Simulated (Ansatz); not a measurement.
Crystal: Si2W.

```xyz
3
Lattice="-1.6069 1.6069 3.9150 1.6069 -1.6069 3.9150 1.6069 1.6069 -3.9150" Properties=species:S:1:pos:R:3 pbc="T T T"
W     0.0000    0.0000    0.0000
Si    0.0000    0.0000    5.2092
Si    0.0000    0.0000    2.6207
```

- Program: Ansatz 0.2.0
- Task: relaxation of cell and atoms
- Functional: BLYP
- Potentials or basis: Ansatz PAW
- Cutoff: 420 eV (not typed: the program's choice for these potentials)
- k mesh: 12 × 12 × 12
- Occupations: fermi-dirac, width 0.05 eV
- Spin: no spin polarisation

At the start: volume 13.48 Å³/atom.

Problem. How do energy, volume and symmetry change on relaxing?

Solution. It ends after 7 steps and the volume is 14.29 Å³/atom (+6.0 %); space group I4/mmm (No. 139, to 0.05 Å).

Step by step:
| step | energy change (eV) | largest force (eV/Å) | volume (Å³) |
| --- | --- | --- | --- |
| 1 | 0.0000 | 0.0020 | 40.44 |
| 2 | -0.0786 | 0.1541 | 43.55 |
| 3 | -0.0876 | 0.0650 | 42.93 |
| 4 | -0.0879 | 0.0209 | 42.86 |
| 5 | -0.0879 | 0.0044 | 42.87 |
| 6 | -0.0879 | 0.0001 | 42.88 |
| 7 | -0.0889 | 0.0001 | 42.88 |

Final structure:
```cif
data_structure
_symmetry_space_group_name_H-M 'P 1'
_symmetry_Int_Tables_number 1
_cell_length_a 4.6030
_cell_length_b 4.6030
_cell_length_c 4.6030
_cell_angle_alpha 138.193
_cell_angle_beta 138.193
_cell_angle_gamma 60.607
_cell_volume 42.88
loop_
_atom_site_label
_atom_site_type_symbol
_atom_site_fract_x
_atom_site_fract_y
_atom_site_fract_z
_atom_site_occupancy
W1 W 0.00000 0.00000 0.00000 1
Si1 Si 0.66414 0.66414 0.00000 1
Si2 Si 0.33586 0.33586 0.00000 1
```

Caveat: the plane-wave basis is chosen anew once the cell has moved, so the energies of steps on either side of that aren't comparable; the PAW data sets come from PBE, with cores solved anew for the run's functional, which leaves a small shift of forces and pressure.
